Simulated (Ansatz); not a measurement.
Relaxation of ScAl₃

All numbers below come from DFT r2SCAN, scalar-relativistic, plane waves, PAW (Ansatz 0.2.0). (500 eV cutoff, 14×14×14 k-mesh, Gaussian smearing of 0.10 eV, no spin polarisation)

What was changed: uniaxial strain along a, with b, c and atoms relaxed: +2.0 %.

Command:

```bash
ansatz run input.yaml --threads 1 --pin off --max-ram 2560MiB --backend cpu --events-out ev --progress --plain --runs-dir out
```

Input:

```yaml
crystal:
  lattice:
    - [4.167247302, 0.0, 0.0]
    - [0.0, 4.0651088878, 0.0]
    - [0.0, 0.0, 4.0651088878]
  atoms:
    - { symbol: Sc, position: [0.0, 0.0, 0.0] }
    - { symbol: Al, position: [0.5, 0.0, 0.5] }
    - { symbol: Al, position: [0.0, 0.5, 0.5] }
    - { symbol: Al, position: [0.5, 0.5, 0.0] }
basis:
  ecutwfc: 500
kpoints:
  mp_grid: { grid: [14, 14, 14] }
hamiltonian:
  xc: r2scan
scf:
  occupations: { method: gaussian, width: 0.1 }
output:
  forces: true
  stress: true
  eigenvalues: true
relax:
  adjacent_minimum: "off"
  f_tol: 0.008
  max_steps: 40
  cell: { stress_tol: 0.015, fix: [a, angles] }
```

F is the free energy. Steps run on the plane waves of an earlier cell, but the last one, and at times one on the way, on a freshly chosen basis, so a repeated geometry can differ a little in energy. The held parts of the cell keep their stress, so P needn't end at zero.

Steps:

| step | F − F(1) (eV) | largest force component (eV/Å) | V (Å³/atom) | P (GPa) |
| --- | --- | --- | --- | --- |
| 1 | 0.0000 | 0.000 | 17.216 | -0.82 |
| 2 | 0.0000 | 0.000 | 17.352 | -1.53 |
| 3 | -0.0004 | 0.000 | 17.290 | -1.21 |
| 4 | -0.0005 | 0.000 | 17.290 | -1.21 |

Relaxed structure:

```
CELL_PARAMETERS angstrom
4.16725 0.00000 0.00000
0.00000 4.07377 0.00000
0.00000 0.00000 4.07377
ATOMIC_POSITIONS crystal
Sc 0.00000 0.00000 0.00000
Al 0.50000 0.00000 0.50000
Al 0.00000 0.50000 0.50000
Al 0.50000 0.50000 0.00000
```

The structure is tetragonal, space group P4/mmm (No. 123). The conventional cell has a = 4.074 Å, b = 4.074 Å, c = 4.167 Å, α = 90.00°, β = 90.00°, γ = 90.00°. Around Sc (site symmetry 4/mmm) lie 12 Al at 2.88 to 2.91 Å. Al (site symmetry mmm) has 8 Al at 2.88 to 2.91 Å and 4 Sc at 2.91 Å as nearest neighbours. Around Al (site symmetry 4/mmm) lie 4 Sc at 2.88 Å and 8 Al at 2.91 Å.

The run converged. The run took 4.2 min on 1 thread of AMD EPYC 7R43 64-Core Processor (Zen 3) (shared host), peak memory 0.78 GiB.